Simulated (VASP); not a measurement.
# SiO2 (Quartz): zone-centre modes, functional by functional, part 3 of 4

How much do the zone-centre frequencies of SiO2 (Quartz) depend on the functional? The starting structure is a measured crystal structure from the Crystallography Open Database.

VASP 6.6.1.

Results so far: LDA E (8) 1148.7 cm⁻¹; LDA at the measured cell E (8) 1153.2 cm⁻¹.

## Step 4: Modes with PBEsol

Level of this step: PBEsol; plane waves and PAW (Si, O) (VASP).

PBEsol restores the gradient expansion of exchange and is tuned for the cells of solids. The cell comes from a relaxation at this level, not shown (116.15 Å³).

The input, INCAR:

```
SYSTEM = SiO2
PREC = Accurate
ENCUT = 520
EDIFF = 1E-08
NELM = 100
ISMEAR = 0
SIGMA = 0.03
LREAL = .FALSE.
ALGO = Normal
GGA = PS
NBANDS = 33
LORBIT = 11
LWAVE = .FALSE.
LCHARG = .FALSE.
KPAR = 16
IBRION = 6
NFREE = 2
POTIM = 0.015
NSW = 1
ISIF = 2
```

The input, POSCAR:

```
SiO2
1.0
    4.9592807270      0.0000000000      0.0000000000
   -2.4796403635      4.2948630941      0.0000000000
    0.0000000000      0.0000000000      5.4532375483
Si O
3 6
Direct
    0.4708558142      0.4708558142      0.0000000000
    0.0000000000      0.5291441858      0.6666666667
    0.5291441858      0.0000000000      0.3333333333
    0.8527542995      0.2658108297      0.4533608111
    0.7341891703      0.5869434698      0.7866941445
    0.4130565302      0.1472457005      0.1200274778
    0.2658108297      0.8527542995      0.5466391889
    0.5869434698      0.7341891703      0.2133058555
    0.1472457005      0.4130565302      0.8799725222
```

The input, KPOINTS:

```
Automatic mesh
0
Gamma
6 6 4
0 0 0
```

Potentials, in the order of the species: Si and O (PBE family, release 64).

On the command line:

```bash
mpirun -np 16 vasp_std
```

Log:

```text
[banner, memory and clock lines left out]
running   16 mpi-ranks, on    1 nodes
[...]
[... a notice as in an earlier step ...]

|                                                                             |
|               ----> ADVICE to this user running VASP <----                  |
|                                                                             |
|     You enforced a specific xc type in the INCAR file but a different       |
|     [... a line on the potential file left out ...]
|     I HOPE YOU KNOW WHAT YOU ARE DOING!                                     |
|                                                                             |

 LDA part: xc-table for (Slater+PW92), standard interpolation
 POSCAR, INCAR and KPOINTS ok, starting setup
[...]
entering main loop
       N       E                     dE             d eps       ncg     rms          rms(c)
DAV:   1     0.277237235408E+03    0.27724E+03   -0.25271E+04  1584   0.134E+03
DAV:   2    -0.640743373070E+02   -0.34131E+03   -0.33094E+03  2057   0.305E+02
DAV:   3    -0.824390474846E+02   -0.18365E+02   -0.18286E+02  1991   0.758E+01
DAV:   4    -0.826433356081E+02   -0.20429E+00   -0.20409E+00  2000   0.893E+00
[...]
DAV:  13    -0.740038290112E+02   -0.33273E-05   -0.17920E-05  1976   0.221E-02    0.388E-03
DAV:  14    -0.740038295125E+02   -0.50131E-06   -0.72267E-07  1999   0.483E-03    0.742E-04
DAV:  15    -0.740038295039E+02    0.86739E-08   -0.68449E-08  1992   0.135E-03
   1 F= -.74003830E+02 E0= -.74003830E+02  d E =-.109841E-15
[... from here on, the cycles between the ionic steps are left out ...]
   2 F= -.73998896E+02 E0= -.73998896E+02  d E =-.669291E-15
   3 F= -.73998773E+02 E0= -.73998773E+02  d E =-.899877E-16
   4 F= -.73998541E+02 E0= -.73998541E+02  d E =-.120141E-14
   5 F= -.73998541E+02 E0= -.73998541E+02  d E =-.761678E-15
   6 F= -.74002180E+02 E0= -.74002180E+02  d E =-.128402E-15
   7 F= -.74002168E+02 E0= -.74002168E+02  d E =-.797950E-18
   8 F= -.74000145E+02 E0= -.74000145E+02  d E =-.334129E-15
   9 F= -.74000121E+02 E0= -.74000121E+02  d E =-.579312E-16
  10 F= -.74001019E+02 E0= -.74001019E+02  d E =-.113472E-15
  11 F= -.74001106E+02 E0= -.74001106E+02  d E =-.343362E-15
 Finite differences progress:
  Degree of freedom:   5/  5
  Displacement:        2/  2
  Total:              10/ 10
```

Wall time 4.1 min (16 MPI ranks of Intel Xeon Platinum 8488C (Sapphire Rapids), shared host); peak memory 9.3 GiB; 65 min of CPU time.

OUTCAR, selected parts (step 4):

```text
  Total        0.1153936     -0.0727640     -0.2113728      0.1120670     -0.1441516      0.0753758
  in kB        1.5917322     -1.0037012     -2.9156628      1.5458444     -1.9884175      1.0397284
  external PRESSURE =      -0.7758773 kB  Pullay stress =       0.0000000 kB

 POSITION                                       TOTAL-FORCE (eV/Angst)
 -----------------------------------------------------------------------------------
      1.16755      2.02226      0.00000         0.008184     -0.018366      0.046436
     -1.31209      2.27260      3.63549        -0.005403     -0.155121     -0.194782
      2.62417      0.00000      1.81775        -0.078742     -0.091930     -0.100929
      3.56993      1.14162      2.45728         0.120487      0.334692      0.362274
      2.18564      2.52084      4.29003         0.021507     -0.015452     -0.031920
      1.68335      0.63240      0.65454        -0.031705     -0.002524     -0.032123
     -0.79629      3.66246      2.98095        -0.000505     -0.008491      0.016392
      1.09029      3.15324      1.16321        -0.003171     -0.031686     -0.020789
     -0.29400      1.77402      4.79870        -0.030652     -0.011122     -0.044558
 -----------------------------------------------------------------------------------
    total drift:                                0.000008      0.000039      0.000485

  FREE ENERGIE OF THE ION-ELECTRON SYSTEM (eV)
  ---------------------------------------------------
  free  energy   TOTEN  =       -74.0011057573 eV

  energy  without entropy=      -74.0011057573  energy(sigma->0) =      -74.00110576

[... 1 part as in an earlier step ...]

[... 2 further parts left out ...]
[key lines of the parts left out:]
E-fermi :   0.9734
```

With PBEsol the modes are at the top E (8) 1141.1, A1 (4) 1072.7 cm⁻¹, at the bottom A1 (1) 192.7, E (1) 120.6 cm⁻¹, with 12 more of the listed ones between; the largest shift is -31.0 cm⁻¹, in A1 (1), from LDA.

## Step 5: Modes with PBE

PBE, the usual starting point, adds the gradient of the density. The cell comes from a relaxation at this level, not shown (120.82 Å³).

INCAR, as its differences from that of step 4:

```diff
@@ -9,3 +9,3 @@
 ALGO = Normal
-GGA = PS
+GGA = PE
 NBANDS = 33
```

The input, POSCAR:

```
SiO2
1.0
    5.0283233070      0.0000000000      0.0000000000
   -2.5141616535      4.3546557223      0.0000000000
    0.0000000000      0.0000000000      5.5175643225
Si O
3 6
Direct
    0.4773593693      0.4773593693      0.0000000000
    0.0000000000      0.5226406307      0.6666666667
    0.5226406307      0.0000000000      0.3333333333
    0.8390792322      0.2540694822      0.4628250899
    0.7459305178      0.5850097500      0.7961584233
    0.4149902500      0.1609207678      0.1294917566
    0.2540694822      0.8390792322      0.5371749101
    0.5850097500      0.7459305178      0.2038415767
    0.1609207678      0.4149902500      0.8705082434
```

KPOINTS is that of step 4.

On the command line:

```bash
mpirun -np 16 vasp_std
```

Log:

```text
[banner, memory and clock lines left out]
running   16 mpi-ranks, on    1 nodes
[...]
[... a notice as in an earlier step ...]

 LDA part: xc-table for (Slater+PW92), standard interpolation
 POSCAR, INCAR and KPOINTS ok, starting setup
[...]
entering main loop
       N       E                     dE             d eps       ncg     rms          rms(c)
DAV:   1     0.284491790336E+03    0.28449E+03   -0.25138E+04  1584   0.134E+03
DAV:   2    -0.607213286098E+02   -0.34521E+03   -0.33515E+03  2027   0.306E+02
DAV:   3    -0.803644410214E+02   -0.19643E+02   -0.19561E+02  2016   0.780E+01
DAV:   4    -0.805952445067E+02   -0.23080E+00   -0.23054E+00  1960   0.944E+00
[...]
DAV:  13    -0.711380649184E+02   -0.20762E-05   -0.12544E-05  1912   0.195E-02    0.371E-03
DAV:  14    -0.711380655271E+02   -0.60862E-06   -0.51992E-07  1960   0.415E-03    0.740E-04
DAV:  15    -0.711380655211E+02    0.59190E-08   -0.30764E-08  1672   0.985E-04
   1 F= -.71138066E+02 E0= -.71138066E+02  d E =-.143787E-26
[... from here on, the cycles between the ionic steps are left out ...]
   2 F= -.71133245E+02 E0= -.71133245E+02  d E =-.319306E-24
   3 F= -.71133159E+02 E0= -.71133159E+02  d E =-.398532E-26
   4 F= -.71132918E+02 E0= -.71132918E+02  d E =-.576830E-22
   5 F= -.71132918E+02 E0= -.71132918E+02  d E =-.815065E-23
   6 F= -.71136407E+02 E0= -.71136407E+02  d E =-.180375E-21
   7 F= -.71136433E+02 E0= -.71136433E+02  d E =-.960624E-12
   8 F= -.71134493E+02 E0= -.71134493E+02  d E =-.330109E-25
   9 F= -.71134470E+02 E0= -.71134470E+02  d E =-.198913E-25
  10 F= -.71135375E+02 E0= -.71135375E+02  d E =-.583942E-26
  11 F= -.71135389E+02 E0= -.71135389E+02  d E =-.102698E-24
 Finite differences progress:
  Degree of freedom:   5/  5
  Displacement:        2/  2
  Total:              10/ 10
```

Elapsed: 4.6 min, on 16 MPI ranks; peak memory 9.5 GiB.

OUTCAR, selected parts (step 5):

```text
  Total        0.1008332     -0.0973976     -0.1805628      0.1042469     -0.1233805      0.0760712
  in kB        1.3371798     -1.2916185     -2.3944972      1.3824496     -1.6361867      1.0088030
  external PRESSURE =      -0.7829786 kB  Pullay stress =       0.0000000 kB

 POSITION                                       TOTAL-FORCE (eV/Angst)
 -----------------------------------------------------------------------------------
      1.20016      2.07874      0.00000         0.005247     -0.018519      0.048173
     -1.31400      2.27592      3.67838        -0.011999     -0.145075     -0.177962
      2.62801      0.00000      1.83919        -0.080767     -0.091157     -0.107305
      3.58039      1.10639      2.53867         0.133194      0.329963      0.354410
      2.27997      2.54752      4.39286         0.022594     -0.018751     -0.031347
      1.68212      0.70075      0.71448        -0.031589      0.000307     -0.031564
     -0.83204      3.65390      2.96390        -0.001185     -0.010848      0.016421
      1.06623      3.24827      1.12471        -0.003150     -0.034721     -0.026115
     -0.23419      1.80714      4.80309        -0.032346     -0.011198     -0.044709
 -----------------------------------------------------------------------------------
    total drift:                               -0.000020      0.000321      0.000032

  FREE ENERGIE OF THE ION-ELECTRON SYSTEM (eV)
  ---------------------------------------------------
  free  energy   TOTEN  =       -71.1353891253 eV

  energy  without entropy=      -71.1353891253  energy(sigma->0) =      -71.13538913

[... 1 part as in an earlier step ...]

[... 2 further parts left out ...]
[key lines of the parts left out:]
E-fermi :   0.8140
```

With PBE the modes are at the top E (8) 1137.6, A1 (4) 1057.4 cm⁻¹, at the bottom A1 (1) 155.3, E (1) 112.9 cm⁻¹, with 12 more of the listed ones between; the largest shift is -68.4 cm⁻¹, in A1 (1), from LDA.

## Step 6: Modes with PBEsol + D3(BJ)

D3 with Becke-Johnson damping keeps a finite attraction at short range. The cell comes from a relaxation at this level, not shown (111.24 Å³).

INCAR, as its differences from that of step 5:

```diff
@@ -9,3 +9,4 @@
 ALGO = Normal
-GGA = PE
+GGA = PS
+IVDW = 12
 NBANDS = 33
```

The input, POSCAR:

```
SiO2
1.0
    4.8807067402      0.0000000000      0.0000000000
   -2.4403533701      4.2268160254      0.0000000000
    0.0000000000      0.0000000000      5.3922962628
Si O
3 6
Direct
    0.4636909162      0.4636909162      0.0000000000
    0.0000000000      0.5363090838      0.6666666667
    0.5363090838      0.0000000000      0.3333333333
    0.8682666191      0.2778759576      0.4437717717
    0.7221240424      0.5903906615      0.7771051051
    0.4096093385      0.1317333809      0.1104384384
    0.2778759576      0.8682666191      0.5562282283
    0.5903906615      0.7221240424      0.2228948949
    0.1317333809      0.4096093385      0.8895615616
```

KPOINTS is that of step 5.

On the command line:

```bash
mpirun -np 16 vasp_std
```

Log:

```text
[banner, memory and clock lines left out]
running   16 mpi-ranks, on    1 nodes
[...]
[... a notice as in an earlier step ...]

 [... a notice as in an earlier step ...]

 LDA part: xc-table for (Slater+PW92), standard interpolation
 POSCAR, INCAR and KPOINTS ok, starting setup
[...]
entering main loop
       N       E                     dE             d eps       ncg     rms          rms(c)
DAV:   1     0.270508874122E+03    0.27051E+03   -0.25325E+04  1584   0.135E+03
DAV:   2    -0.648241299207E+02   -0.33533E+03   -0.32474E+03  2036   0.307E+02
DAV:   3    -0.822994957451E+02   -0.17475E+02   -0.17407E+02  2007   0.742E+01
DAV:   4    -0.824877020641E+02   -0.18821E+00   -0.18801E+00  1983   0.866E+00
[...]
DAV:  14    -0.739751145616E+02   -0.43522E-06   -0.54146E-07  1983   0.418E-03    0.792E-04
DAV:  15    -0.739751145484E+02    0.13249E-07   -0.60595E-08  1976   0.128E-03    0.856E-04
DAV:  16    -0.739751145390E+02    0.93860E-08   -0.16337E-08  1431   0.738E-04
   1 F= -.75011176E+02 E0= -.75011176E+02  d E =-.935501E-11
[... from here on, the cycles between the ionic steps are left out ...]
   2 F= -.75006237E+02 E0= -.75006237E+02  d E =-.210820E-26
   3 F= -.75006082E+02 E0= -.75006082E+02  d E =-.205288E-27
   4 F= -.75005845E+02 E0= -.75005845E+02  d E =-.238428E-11
   5 F= -.75005845E+02 E0= -.75005845E+02  d E =-.227993E-11
   6 F= -.75009515E+02 E0= -.75009515E+02  d E =-.404664E-25
   7 F= -.75009516E+02 E0= -.75009516E+02  d E =-.285221E-12
   8 F= -.75007438E+02 E0= -.75007438E+02  d E =-.701396E-11
   9 F= -.75007447E+02 E0= -.75007447E+02  d E =-.336290E-11
  10 F= -.75008321E+02 E0= -.75008321E+02  d E =-.111270E-11
  11 F= -.75008405E+02 E0= -.75008405E+02  d E =-.576765E-11
 Finite differences progress:
  Degree of freedom:   5/  5
  Displacement:        2/  2
  Total:              10/ 10
```

The job ended after 3.1 min (16 MPI ranks; peak memory 8.5 GiB).

OUTCAR, selected parts (step 6):

```text
 Edisp (eV)   -1.03608

 Edisp (eV)   -1.03605

  Total       0.08196    -0.09063    -0.27899     0.11779    -0.16001     0.07628
  in kB       1.18038    -1.30534    -4.01812     1.69648    -2.30462     1.09856
  external pressure =       -1.38 kB  Pullay stress =        0.00 kB

 POSITION                                       TOTAL-FORCE (eV/Angst)
 -----------------------------------------------------------------------------------
      1.13157      1.95994      0.00000         0.010722     -0.017971      0.044845
     -1.30878      2.26688      3.59486         0.003893     -0.158110     -0.205966
      2.61757      0.00000      1.79743        -0.072979     -0.088198     -0.092990
      3.55964      1.17453      2.37795         0.099903      0.326830      0.367585
      2.08371      2.49547      4.19038         0.022151     -0.012841     -0.029410
      1.67771      0.55681      0.59552        -0.031969     -0.003364     -0.030692
     -0.76265      3.67000      2.99935         0.000087     -0.008211      0.014042
      1.11929      3.05229      1.20192        -0.004746     -0.027747     -0.018984
     -0.35664      1.73134      4.79678        -0.027062     -0.010388     -0.048430
 -----------------------------------------------------------------------------------
    total drift:                                0.000050      0.000024      0.000651

  FREE ENERGIE OF THE ION-ELECTRON SYSTEM (eV)
  ---------------------------------------------------
  free  energy   TOTEN  =       -75.0084046059 eV

  energy  without entropy=      -75.0084046059  energy(sigma->0) =      -75.00840461

[... 1 part as in an earlier step ...]

[... 2 further parts left out ...]
[key lines of the parts left out:]
E-fermi :   1.2850
```

With PBEsol + D3(BJ) the modes are at the top E (8) 1133.3, A1 (4) 1071.8 cm⁻¹, at the bottom A1 (1) 228.9, E (1) 129.9 cm⁻¹, with 12 more of the listed ones between; the largest shift is -16.2 cm⁻¹, in E (7), from LDA.

(Continued in part 4 of 4.)

[Lines on the potential files, build, host, timing and source positions are cut from VASP's logs without a mark.]

[Logs are printed without paths, hosts, clocks, repeated set-up lines and the standing remarks that a program may print on its own settings, such as how far it seeks lower states.]

[Hosts, paths, dates, database ids (printed as entryN), source tags and the programs' standing remarks are cut or masked in the printed files.]
